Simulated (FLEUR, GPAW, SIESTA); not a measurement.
**Programs and potentials compared: the bulk modulus of 10 crystals**

The same calculation (PBEsol, Γ-centred k mesh with a spacing near 0.25 Å⁻¹, Fermi-Dirac smearing of 0.05 eV, no spin-orbit coupling) was run on each cell with:

- A: GPAW, PAW data sets generated for this functional, cutoffs 600 to 800 eV
- B: SIESTA, PseudoDojo 0.4 standard (PBEsol files), converted to PSML, in atomic orbitals (DZP)
- C: FLEUR, all-electron

Moduli come from Birch-Murnaghan fits over scaled cells with fixed shape and fractions, which off cubic symmetry can lie above the relaxed values. Not every cell is the stable form of its formula. Spin polarisation and spin-orbit coupling are off unless named.

| crystal | A (GPa) | B (GPa) | C (GPa) |
| --- | --- | --- | --- |
| PbSe (Fm-3m) | 52.80 | 54.57 | 52.92 |
| Sb (R-3m, 2 atoms) | 57.62 | 54.40 | 57.37 |
| BN (F-43m) | 385.79 | 390.86 | 385.77 |
| Sn (I4_1/amd, 2 atoms) | 56.46 | 54.18 | 55.86 |
| KI (Fm-3m) | 12.16 | 12.66 | 12.21 |
| Zr (P6_3/mmc, 2 atoms) | 99.55 | 100.18 | 99.71 |
| TiB2 (P6/mmm, 3 atoms) | 266.44 | 257.56 | 267.07 |
| SiC (F-43m) | 221.09 | 219.69 | 221.10 |
| Mo (Im-3m) | 280.59 | 285.79 | 282.75 |
| BP (F-43m) | 169.65 | 164.19 | 169.38 |

Which set-up lies closest to the all-electron result, and which farthest?

Closest is A (GPAW, PAW data sets generated for this functional), farthest B (SIESTA, PseudoDojo 0.4 standard (PBEsol files), converted to PSML); A is the nearer of the two in 10 of 10 crystals. Against the all-electron result, the mean absolute deviation is A 0.35, B 2.51 %. The largest single deviation is -5.18 %, for Sb in B. The figures use the values as printed. The all-electron reference has errors of its own basis, so a deviation may be partly its. Meshes of this size aren't converged for metals, which the comparison doesn't need. The functional is the same throughout, so these differences measure potentials, basis sets and numerical settings.

The plane-wave PAW results reproduce the all-electron moduli closely, while the atomic-orbital set-up scatters in both directions: it stiffens PbSe, KI and BN but softens Sb, TiB2 and BP. A bulk modulus follows the curvature of the energy, so a constant basis error cancels and only its change with volume matters. With a finite set of localised orbitals, overlap with neighbouring atoms alters the effective completeness on compression, which probably accounts for much of the scatter, though the pseudopotentials may contribute too. Neither stiffness nor bonding type predicts the error: BP deviates clearly more than SiC, although both are covalent zinc-blende crystals.

The broad range, from weakly resisting ionic KI to BN with its short, strong covalent bonds, survives in every set-up. Finer rankings don't: the all-electron order Sb, Sn, PbSe becomes PbSe, Sb, Sn in B, where the three nearly coincide. Running B's pseudopotentials in a converged plane-wave basis would separate the two sources of error.
